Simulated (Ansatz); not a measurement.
**Structure relaxation of Se**

All numbers below come from DFT PBEsol, scalar-relativistic, plane waves, PAW in Ansatz. Cutoff 420 eV, Γ-centred k mesh, Gaussian smearing, no spin polarisation in the final step.

Se was placed on the graphite structure type (P6_3/mmc, No. 194), at a guessed volume.

```yaml
crystal:
  lattice:
    - [3.63978, 0.00000, 0.00000]
    - [-1.81989, 3.15214, 0.00000]
    - [0.00000, 0.00000, 9.91322]
  atoms:
    - { symbol: Se, position: [0.00000, 0.00000, 0.25000] }
    - { symbol: Se, position: [0.00000, 0.00000, 0.75000] }
    - { symbol: Se, position: [0.33333, 0.66667, 0.75000] }
    - { symbol: Se, position: [0.66667, 0.33333, 0.25000] }
```

Steps on the 6×6×2 mesh (4 atoms). 12 of 19 steps are shown, and the free energy counts from the last. Trial steps that were taken back and renewals of the plane-wave basis can be among the rows.

| step | ΔF (meV/atom) | V (Å³/atom) | P (GPa) |
| --- | --- | --- | --- |
| 1 | 2123.9 | 28.43 | 45.99 |
| 3 | 644.0 | 34.21 | 13.55 |
| 4 | 340.6 | 36.59 | 6.45 |
| 6 | 237.6 | 37.76 | -0.16 |
| 8 | 225.0 | 34.03 | -0.74 |
| 9 | 214.3 | 32.00 | -0.76 |
| 11 | 171.1 | 28.00 | -0.70 |
| 12 | 98.0 | 26.09 | -0.84 |
| 14 | 52.4 | 22.91 | 2.05 |
| 16 | 15.5 | 23.96 | -0.07 |
| 17 | 1.2 | 23.96 | 0.88 |
| 19 | 0.0 | 24.19 | 0.16 |

Steps on the 6×6×4 mesh (4 atoms). 5 of 5 steps are shown, and the free energy counts from the last.

| step | ΔF (meV/atom) | V (Å³/atom) | P (GPa) |
| --- | --- | --- | --- |
| 1 | 28.3 | 24.19 | 0.92 |
| 2 | 1.7 | 23.97 | 0.42 |
| 3 | 1.4 | 23.96 | 0.19 |
| 4 | 0.0 | 24.08 | -0.03 |
| 5 | 0.0 | 24.08 | -0.03 |

Steps on the 12×12×10 mesh (4 atoms). 3 of 5 steps are shown, and the free energy counts from the last.

```json
{"step": "1", "ΔF (meV/atom)": "6.4", "V (Å³/atom)": "24.08", "P (GPa)": "0.12"}
{"step": "2", "ΔF (meV/atom)": "0.1", "V (Å³/atom)": "24.27", "P (GPa)": "0.05"}
{"step": "5", "ΔF (meV/atom)": "0.0", "V (Å³/atom)": "24.31", "P (GPa)": "0.00"}
```

A final relaxation ran on a 12×12×10 mesh. The relaxed crystal, P6_3/mmc (No. 194):

Space group P6_3/mmc (No. 194). a = 4.551 Å, b = 4.551 Å, c = 5.423 Å, α = 90.00°, β = 90.00°, γ = 120.00°
```tsv
atom	site	symmetry	x	y	z
Se	2b	-6m2	0.0000	0.0000	0.2500
Se	2d	-6m2	0.3333	0.6667	0.7500
```

```
Volume per atom                    : 24.31 Å³
Density                            : 5.39 g/cm³
Energy over the standard structure : 0.42 eV/atom
Gap on the 12×12×10 mesh           : 0 eV (a metal)
```

Energies count from the standard state of Se at the same level.

The final run used a 12×12×10 mesh on its 4-atom cell and 0.10 eV smearing. The k mesh leaves about 4 meV/atom of noise in metals.

Symmetry constrained the relaxation, so the result can be a saddle point.